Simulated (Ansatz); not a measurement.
Crystal: C.

```
C
1.0
     2.52210    0.00000    0.00000
    -1.26105    2.18420    0.00000
     0.00000    0.00000    8.23710
C
8
Direct
  0.66667 0.33333 0.84375
  0.33333 0.66667 0.34375
  0.66667 0.33333 0.65625
  0.33333 0.66667 0.15625
  0.00000 0.00000 0.90625
  0.00000 0.00000 0.40625
  0.00000 0.00000 0.59375
  0.00000 0.00000 0.09375
```

This is a hexagonal form of diamond, not graphite.

Base run:

```yaml
Program: Ansatz 0.2.0
Functional: PBE
Potentials_or_basis: Ansatz PAW earlier set
Cutoff: "820 eV (not typed: the program's choice for these potentials)"
k_mesh: 12 × 12 × 4
Occupations: fermi-dirac, width 0.05 eV
Spin: no spin polarisation
```

Its results: band gap on the k mesh 4.42 eV, indirect (least direct gap 5.19 eV); pressure 2.2 GPa; largest force 0.328 eV/Å.

Problem. The run is repeated on the same cell with these changes: functional from PBE to rPW86-PBE; potentials or basis from Ansatz PAW earlier set to Ansatz PAW; cutoff from 820 eV (not typed: the program's choice for these potentials) to 420 eV (not typed: the program's choice for these potentials). What comes out?

Solution. Band gap on the k mesh 4.71 eV, indirect (least direct gap 5.31 eV); pressure 9.3 GPa; largest force 0.341 eV/Å.

Caveats: the PAW data sets come from PBE, with cores solved anew for the run's functional, which leaves a small shift of forces and pressure (some runs).
